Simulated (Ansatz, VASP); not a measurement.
**One calculation of GaN, two programs**

```xyz
2
Lattice="0.0000 2.1794 2.1794 2.1794 0.0000 2.1794 2.1794 2.1794 0.0000" Properties=species:S:1:pos:R:3 pbc="T T T"
Ga    0.0000    0.0000    0.0000
N     3.2690    3.2690    3.2690
```

Alike in both runs: task single point; functional PBE; k mesh 10 × 10 × 10; occupations gaussian, width 0.02 eV; no spin polarisation.

|  | VASP | Ansatz |
| --- | --- | --- |
| version | VASP 6.6.1 | Ansatz 0.2.0 |
| potentials or method | VASP PAW PBE potentials, release 64 (Ga_d, N) | scalar-relativistic, plane waves, PAW |
| plane-wave cutoff (eV) | 520 | 420 |
| valence electrons in the cell | 18 | 18 |

VASP gave:

| Property | Result |
| --- | --- |
| gap on the k mesh at the Fermi level (eV) | 2.37 |
| least direct gap on the mesh (eV) | 2.37 |

Task: What did Ansatz give for the same quantities?

Result: gap on the k mesh at the Fermi level (eV): 2.36; least direct gap on the mesh (eV): 2.36.

 Expect the measured gap to be larger: semilocal functionals such as PBE lack the derivative discontinuity.
